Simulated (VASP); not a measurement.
# TaN (P6_3/mmc) in VASP: a series of runs

The runs below take TaN through single point, with LDA+U.

Program: VASP 6.6.1. These are calculated values, not measurements. Logs are shortened: lines on timing, memory, paths and dates and some standing lists are left out, and cuts for length are marked.

### Step 1. The structure

It takes space group P6_3/mmc (No. 194, hexagonal). Conventional cell: a = 3.048 Å, b = 3.048 Å, c = 4.918 Å, α = 90.00°, β = 90.00°, γ = 120.00°. Ta (site symmetry -3m) has 6 N at 2.15 Å and 2 Ta at 2.46 Å as nearest neighbours. N (site symmetry -6m2) has 6 Ta at 2.15 Å as nearest neighbours.

### Step 2. Single point, LDA+U, non-collinear spin, random start

INCAR reads:

```
PREC     = Accurate       # precision mode
ENCUT    = 520            # plane-wave cutoff, eV
EDIFF    = 1E-6           # SCF threshold, eV
ISMEAR   = 0              # smearing method
SIGMA    = 0.05           # smearing width, eV
LREAL    = F              # projectors in reciprocal space
LASPH    = T              # aspherical terms in the spheres
NELM     = 100            # most SCF steps
ALGO     = Normal         # electronic algorithm
ISIF     = 2              # what is computed and relaxed
LWAVE    = F              # write WAVECAR
LCHARG   = T              # write CHGCAR
LNONCOLLINEAR= T              # non-collinear magnetism
MAGMOM   = 0.191 -0.153 -0.135 0.135 -0.1 0.407 0 0 0 0 0 0 # initial moments
LORBIT   = 11             # projections on sites
LMAXMIX  = 4              # l up to which the mixer works
LDAU     = T              # DFT+U
LDAUTYPE = 2            
LDAUL    = 2 -1           # shell
LDAUU    = 6 0            # U, eV
LDAUJ    = 0 0          
LDAUPRINT= 1            
LVHAR    = T            
NBANDS   = 46             # bands
```

KPOINTS reads:

```
regular mesh
0
Gamma
  7 7 4
```

POSCAR reads:

```
TaN
1.0
    3.0480018400      0.0000000000      0.0000000000
   -1.5240009200      2.6396470300      0.0000000000
    0.0000000000      0.0000000000      4.9179997800
Ta N
2 2
Direct
    0.0000000000      0.0000000000      0.0000000000
    0.0000000000      0.0000000000      0.5000000000
    0.3333333333      0.6666666667      0.2500000000
    0.6666666667      0.3333333333      0.7500000000
```

Potentials or basis: VASP PAW LDA potentials, release 64 (Ta_pv, N).

The run is started by

```sh
$ cat potpaw_LDA.64/Ta_pv/POTCAR potpaw_LDA.64/N/POTCAR > POTCAR
$ mpirun -np 1 vasp_ncl > vasp.out
```

OUTCAR:

```text
PREC = Accurate
   ENCUT = 520
   EDIFF = 1E-6
   ISMEAR = 0
   LREAL = F
   LASPH = T
   NELM = 100
   ISIF = 2
   LNONCOLLINEAR = T
   LORBIT = 11

 ion  position               nearest neighbor table
   1  0.000  0.000  0.000-   3 2.15   4 2.15   4 2.15   3 2.15   4 2.15   3 2.15   2 2.46   2 2.46

   2  0.000  0.000  0.500-   3 2.15   4 2.15   4 2.15   3 2.15   4 2.15   3 2.15   1 2.46   1 2.46

   3  0.333  0.667  0.250-   1 2.15   2 2.15   1 2.15   2 2.15   1 2.15   2 2.15
   4  0.667  0.333  0.750-   1 2.15   2 2.15   1 2.15   2 2.15   1 2.15   2 2.15

  LATTYP: Found a hexagonal cell.
 ALAT       =     3.0480018400
 C/A-ratio  =     1.6135160142

  Lattice vectors:

 A1 = (   3.0480018400,   0.0000000000,   0.0000000000)
 A2 = (  -1.5240009200,   2.6396470300,   0.0000000000)
 A3 = (   0.0000000000,   0.0000000000,   4.9179997800)

Analysis of symmetry for initial positions (statically):
=====================================================================
 Subroutine PRICEL returns:
 Original cell was already a primitive cell.

 Routine SETGRP: Setting up the symmetry group for a
 hexagonal supercell.

 Subroutine GETGRP returns: Found 24 space group operations
 (whereof 12 operations were pure point group operations)
 out of a pool of 24 trial point group operations.

The static configuration has the point symmetry D_3d.
 The point group associated with its full space group is D_6h.

Analysis of symmetry for dynamics (positions and initial velocities):
=====================================================================
 Subroutine PRICEL returns:
 Original cell was already a primitive cell.

 Routine SETGRP: Setting up the symmetry group for a
 hexagonal supercell.

 Subroutine GETGRP returns: Found 24 space group operations
 (whereof 12 operations were pure point group operations)
 out of a pool of 24 trial point group operations.

The dynamic configuration has the point symmetry D_3d.
 The point group associated with its full space group is D_6h.

Analysis of structural, dynamic, and magnetic symmetry:
=====================================================================
 Subroutine PRICEL returns:
 Original cell was already a primitive cell.

[... 251 lines left out ...]

 number of electron      32.0000002 magnetization       0.0000184     -0.0000148      0.0000217

 Free energy of the ion-electron system (eV)
  ---------------------------------------------------
  ext. energy  EPLUGINS =         0.00000000
  ---------------------------------------------------
  free energy    TOTEN  =       -34.68901610 eV

  energy without entropy =      -34.68732680  energy(sigma->0) =      -34.68817145

 E-fermi :  10.5784     XC(G=0): -13.9864

 val. band max:       10.5710087281   @ k =   0.4286   0.4286   0.2500
 cond. band min:      10.7596208013   @ k =   0.0000   0.0000   0.5000
 fundamental gap:      0.1886120732
 Fermi energy:        10.5784389762

 k-point     1 :       0.0000    0.0000    0.0000
  band No.  band energies     occupation
      1     -27.5469      1.00000
      2     -27.5469      1.00000
      3     -25.7946      1.00000
      4     -25.7946      1.00000
      5     -25.7946      1.00000
      6     -25.7946      1.00000
[... 1117 lines left out ...]
     43      16.6381      0.00000
     44      16.6381      0.00000

 [... further k-points ...]

 [bands above 44 left out]

------------------------ aborting loop because EDIFF is reached ----------------------------------------

  FORCE on cell =-STRESS in cart. coord.  units (eV):
  Direction    XX          YY          ZZ          XY          YZ          ZX
  --------------------------------------------------------------------------------------
  -------------------------------------------------------------------------------------
  Total        8.7747523      8.7747497     31.2024139     -0.0000020     -0.0000101     -0.0000032
  in kB      355.3005362    355.3004292   1263.4241915     -0.0000814     -0.0004106     -0.0001313
  external PRESSURE =     658.0083856 kB  Pullay stress =       0.0000000 kB

 VOLUME and BASIS-vectors are now :
 -----------------------------------------------------------------------------
  energy-cutoff  :      520.00
  volume of cell :       39.57
      direct lattice vectors                 reciprocal lattice vectors
     3.048001840  0.000000000  0.000000000     0.328083791  0.189419265  0.000000000
    -1.524000920  2.639647030  0.000000000     0.000000000  0.378838530  0.000000000
     0.000000000  0.000000000  4.917999780     0.000000000  0.000000000  0.203334698

 POSITION                                       TOTAL-FORCE (eV/Angst)
 -----------------------------------------------------------------------------------
      0.00000      0.00000      0.00000         0.000000      0.000000      0.000000
      0.00000      0.00000      2.45900         0.000000      0.000000      0.000000
     -0.00000      1.75976      1.22950        -0.000000      0.000000      0.000005
      1.52400      0.87988      3.68850         0.000000     -0.000000     -0.000005
 -----------------------------------------------------------------------------------
    total drift:                               -0.000000      0.000000     -0.000000

  FREE ENERGIE OF THE ION-ELECTRON SYSTEM (eV)
  ---------------------------------------------------
  free  energy   TOTEN  =       -34.6890160954 eV

  energy  without entropy=      -34.6873268014  energy(sigma->0) =      -34.68817145

 total charge

# of ion       s       p       d       tot
------------------------------------------
    1        0.346   6.318   2.570   9.233
    2        0.346   6.318   2.570   9.234
    3        1.226   2.597   0.000   3.823
    4        1.226   2.597   0.000   3.823
--------------------------------------------------
tot          3.144  17.830   5.140  26.114

 magnetization (x)

# of ion       s       p       d       tot
------------------------------------------
    1        0.000   0.000  -0.000  -0.000
    2        0.000   0.000   0.000   0.000
    3       -0.000  -0.000   0.000  -0.000
    4       -0.000  -0.000   0.000  -0.000
--------------------------------------------------
tot         -0.000  -0.000   0.000   0.000

 magnetization (y)

# of ion       s       p       d       tot
------------------------------------------
    1       -0.000  -0.000   0.000   0.000
    2       -0.000  -0.000  -0.000  -0.000
    3        0.000   0.000   0.000   0.000
    4        0.000   0.000   0.000   0.000
--------------------------------------------------
tot          0.000   0.000  -0.000  -0.000

 magnetization (z)

# of ion       s       p       d       tot
------------------------------------------
    1       -0.000   0.000  -0.000  -0.000
    2        0.000   0.000   0.000   0.000
    3       -0.000  -0.000   0.000  -0.000
    4       -0.000  -0.000   0.000  -0.000
--------------------------------------------------
tot         -0.000   0.000   0.000   0.000
```

OSZICAR:

```text
N       E                     dE             d eps       ncg     rms          rms(c)
DAV:   1     0.329103740639E+03    0.32910E+03   -0.16962E+04  9108   0.149E+03
DAV:   2    -0.176472720727E+02   -0.34675E+03   -0.32999E+03  9978   0.455E+02
DAV:   3    -0.408657206171E+02   -0.23218E+02   -0.22542E+02 11094   0.113E+02
DAV:   4    -0.413048633387E+02   -0.43914E+00   -0.43426E+00 11168   0.146E+01
DAV:   5    -0.413133703321E+02   -0.85070E-02   -0.84946E-02 11144   0.161E+00    0.401E+01
DAV:   6    -0.348548214898E+02    0.64585E+01   -0.26641E+01 10534   0.355E+01    0.182E+01
DAV:   7    -0.347292970106E+02    0.12552E+00   -0.12251E+00 10618   0.722E+00    0.968E+00
DAV:   8    -0.346973181787E+02    0.31979E-01   -0.23225E-01 10358   0.323E+00    0.106E+00
DAV:   9    -0.346878683857E+02    0.94498E-02   -0.22196E-02 11084   0.940E-01    0.575E-01
DAV:  10    -0.346880523762E+02   -0.18399E-03   -0.26609E-03 10920   0.336E-01    0.382E-01
DAV:  11    -0.346891160237E+02   -0.10636E-02   -0.17314E-03 10488   0.392E-01    0.858E-02
DAV:  12    -0.346889992312E+02    0.11679E-03   -0.10922E-04 10758   0.103E-01    0.328E-02
DAV:  13    -0.346890026671E+02   -0.34359E-05   -0.89704E-06 11706   0.258E-02    0.206E-02
DAV:  14    -0.346890148121E+02   -0.12145E-04   -0.11310E-05 10196   0.254E-02    0.510E-03
DAV:  15    -0.346890160446E+02   -0.12325E-05   -0.15388E-06  9132   0.843E-03    0.267E-03
DAV:  16    -0.346890160954E+02   -0.50884E-07   -0.70936E-08  5172   0.207E-03
   1 F= -.34689016E+02 E0= -.34688171E+02  d E =-.168929E-02  mag=     0.0000    -0.0000     0.0000
```

stdout:

```text
POSCAR found type information on POSCAR TaN
 POSCAR found :  2 types and       4 ions
 scaLAPACK will be used
 LDA part: xc-table for (Slater(with rela. corr.)+CA(PZ))
 , standard interpolation
 POSCAR, INCAR and KPOINTS ok, starting setup
 FFT: planning ... GRIDC
 FFT: planning ... GRID_SOFT
 FFT: planning ... GRID
 WAVECAR not read
 entering main loop
```

It took 3.7 min on 1 thread of Intel Xeon Platinum 8488C (Sapphire Rapids), shared host; peak memory 0.38 GiB.

What came out:

| Property | Result |
| --- | --- |
| Free energy | -34.6890 eV |
| Pressure | 65.8 GPa |
| Band gap on the k mesh | none (metal or under the smearing width) |
| Net moment | 0.00 μB per cell |
| Valence electrons inside the program's atomic spheres | Ta 9.23; N 3.82 |

Levels at points of the mesh, in eV from the Fermi level:
```
           k point  band 28  band 29  band 30  band 31  band 32  band 33  band 34  band 35  band 36  band 37
(0.00, 0.00, 0.00)    -4.06    -4.05    -4.05    -1.67    -1.67    -1.67    -1.67    -0.30    -0.30    -0.30
(0.00, 0.00, 0.50)    -6.48    -0.45    -0.45    -0.45    -0.45     0.18     0.18     0.18     0.18     0.18
```

Moments on the atoms (μB; x, y, z):
```
Ta  0.00 0.00 0.00
Ta  0.00 0.00 0.00
N   0.00 0.00 0.00
N   0.00 0.00 0.00
```

Caveat: a pressure of tens of GPa on the cell as given is suspect, and the run, the potentials or the cell itself is likely at fault.

### Step 3. Single point, LDA+U, collinear spin, ferromagnetic start

INCAR reads:

```
  PREC = Accurate
  ENCUT = 520
  EDIFF = 1E-7
  ISMEAR = 0
  SIGMA = 0.05
  LREAL = False
  LASPH = True
  NELM = 100
  ALGO = Normal
  ISIF = 2
  LWAVE = False
  LCHARG = False
  ISPIN = 2
  MAGMOM = 0.5 0.5 0 0
  LORBIT = 11
  LMAXMIX = 4
  LDAU = True
  LDAUTYPE = 2
  LDAUL = 2 -1
  LDAUU = 2 0
  LDAUJ = 0 0
  LDAUPRINT = 1
```

KPOINTS reads:

```
Automatic mesh
0
Gamma
  7 7 4
```

POSCAR is that of step 2.

Potentials or basis: VASP PAW LDA potentials, release 64 (Ta_pv, N).

The run is started by

```sh
$ cat potpaw_LDA.64/Ta_pv/POTCAR potpaw_LDA.64/N/POTCAR > POTCAR
$ mpirun -np 1 vasp_std > vasp.out
```

OUTCAR:

```text
PREC = Accurate
   ENCUT = 520
   EDIFF = 1E-7
   ISMEAR = 0
   LREAL = False
   LASPH = True
   NELM = 100
   ISIF = 2
   ISPIN = 2
   LORBIT = 11

 ion  position               nearest neighbor table
   1  0.000  0.000  0.000-   3 2.15   4 2.15   4 2.15   3 2.15   4 2.15   3 2.15   2 2.46   2 2.46

   2  0.000  0.000  0.500-   3 2.15   4 2.15   4 2.15   3 2.15   4 2.15   3 2.15   1 2.46   1 2.46

   3  0.333  0.667  0.250-   1 2.15   2 2.15   1 2.15   2 2.15   1 2.15   2 2.15
   4  0.667  0.333  0.750-   1 2.15   2 2.15   1 2.15   2 2.15   1 2.15   2 2.15

[... 1456 lines left out ...]
      direct lattice vectors                 reciprocal lattice vectors
     3.048001840  0.000000000  0.000000000     0.328083791  0.189419265  0.000000000
    -1.524000920  2.639647030  0.000000000     0.000000000  0.378838530  0.000000000
     0.000000000  0.000000000  4.917999780     0.000000000  0.000000000  0.203334698

 POSITION                                       TOTAL-FORCE (eV/Angst)
 -----------------------------------------------------------------------------------
      0.00000      0.00000      0.00000         0.000000      0.000000      0.000000
      0.00000      0.00000      2.45900         0.000000      0.000000      0.000000
     -0.00000      1.75976      1.22950         0.000000     -0.000000     -0.000000
      1.52400      0.87988      3.68850        -0.000000      0.000000      0.000000
 -----------------------------------------------------------------------------------
    total drift:                               -0.000000      0.000000      0.000000

  FREE ENERGIE OF THE ION-ELECTRON SYSTEM (eV)
  ---------------------------------------------------
  free  energy   TOTEN  =       -42.3880150738 eV

  energy  without entropy=      -42.3857010072  energy(sigma->0) =      -42.38685804

 total charge

# of ion       s       p       d       tot
------------------------------------------
    1        0.336   6.304   2.683   9.323
    2        0.336   6.304   2.683   9.323
    3        1.226   2.571   0.000   3.797
    4        1.226   2.571   0.000   3.797
--------------------------------------------------
tot          3.122  17.751   5.366  26.239

 magnetization (x)

# of ion       s       p       d       tot
------------------------------------------
    1       -0.000  -0.000  -0.000  -0.000
    2       -0.000  -0.000  -0.000  -0.000
    3        0.000   0.000   0.000   0.000
    4        0.000   0.000   0.000   0.000
--------------------------------------------------
tot         -0.000   0.000  -0.000  -0.000
```

OSZICAR:

```text
N       E                     dE             d eps       ncg     rms          rms(c)
DAV:   1     0.275397923957E+03    0.27540E+03   -0.17659E+04  2016   0.159E+03
DAV:   2    -0.339172721864E+02   -0.30932E+03   -0.29797E+03  2376   0.447E+02
DAV:   3    -0.479620202823E+02   -0.14045E+02   -0.13630E+02  2539   0.877E+01
DAV:   4    -0.481763494109E+02   -0.21433E+00   -0.21282E+00  2476   0.101E+01
DAV:   5    -0.481808178188E+02   -0.44684E-02   -0.44650E-02  2563   0.110E+00    0.410E+01
DAV:   6    -0.426184467611E+02    0.55624E+01   -0.30144E+01  2276   0.364E+01    0.193E+01
DAV:   7    -0.424405212169E+02    0.17793E+00   -0.15972E+00  2276   0.817E+00    0.100E+01
DAV:   8    -0.423980341347E+02    0.42487E-01   -0.13494E-01  2351   0.273E+00    0.116E+00
DAV:   9    -0.423888436557E+02    0.91905E-02   -0.13551E-02  2434   0.740E-01    0.508E-01
DAV:  10    -0.423882258544E+02    0.61780E-03   -0.60466E-03  2308   0.446E-01    0.219E-01
DAV:  11    -0.423881276173E+02    0.98237E-04   -0.13497E-03  2375   0.293E-01    0.587E-02
DAV:  12    -0.423880335991E+02    0.94018E-04   -0.65783E-05  2344   0.861E-02    0.259E-02
DAV:  13    -0.423880154955E+02    0.18104E-04   -0.42378E-06  2411   0.193E-02    0.719E-03
DAV:  14    -0.423880150765E+02    0.41894E-06   -0.29973E-06  2378   0.119E-02    0.387E-03
DAV:  15    -0.423880150738E+02    0.27853E-08   -0.14670E-07  1467   0.318E-03
   1 F= -.42388015E+02 E0= -.42386858E+02  d E =-.231407E-02  mag=    -0.0000
```

Run time: 20 s. Hardware: 1 thread of Intel Xeon Platinum 8488C (Sapphire Rapids), shared host; peak memory 0.16 GiB.

What came out:

```
Free energy                                           : -42.3880 eV
Pressure                                              : 50.6 GPa
Band gap on the k mesh                                : none (metal or under the smearing width)
Net moment                                            : 0.00 μB per cell
Valence electrons inside the program's atomic spheres : Ta 9.32; N 3.80
```

Levels at points of the mesh, in eV from the Fermi level:
Spin up:
| k point | band 12 | band 13 | band 14 | band 15 | band 16 | band 17 | band 18 | band 19 | band 20 | band 21 |
| --- | --- | --- | --- | --- | --- | --- | --- | --- | --- | --- |
| (0.00, 0.00, 0.00) | -5.39 | -3.73 | -3.73 | -3.72 | -1.83 | -1.83 | -0.57 | -0.57 | 2.80 | 4.21 |
| (0.00, 0.00, 0.50) | -6.40 | -6.40 | -6.40 | -0.09 | -0.09 | 0.03 | 0.03 | 0.03 | 0.03 | 4.64 |
Spin down:
| k point | band 12 | band 13 | band 14 | band 15 | band 16 | band 17 | band 18 | band 19 | band 20 | band 21 |
| --- | --- | --- | --- | --- | --- | --- | --- | --- | --- | --- |
| (0.00, 0.00, 0.00) | -5.39 | -3.73 | -3.73 | -3.72 | -1.83 | -1.83 | -0.57 | -0.57 | 2.80 | 4.21 |
| (0.00, 0.00, 0.50) | -6.40 | -6.40 | -6.40 | -0.09 | -0.09 | 0.03 | 0.03 | 0.03 | 0.03 | 4.64 |

Eigenvalues of the final occupation matrices:
| site | spin | trace | eigenvalues |
| --- | --- | --- | --- |
| site 1 d | 1 | 1.37 | 0.23 0.23 0.27 0.27 0.38 |
| site 1 d | 2 | 1.37 | 0.23 0.23 0.27 0.27 0.38 |
| site 2 d | 1 | 1.37 | 0.23 0.23 0.27 0.27 0.38 |
| site 2 d | 2 | 1.37 | 0.23 0.23 0.27 0.27 0.38 |

Caveat: a pressure of tens of GPa on the cell as given is suspect, and the run, the potentials or the cell itself is likely at fault. The state reached can hang on the start; a lower one may exist.

[end of part 1 of 3]
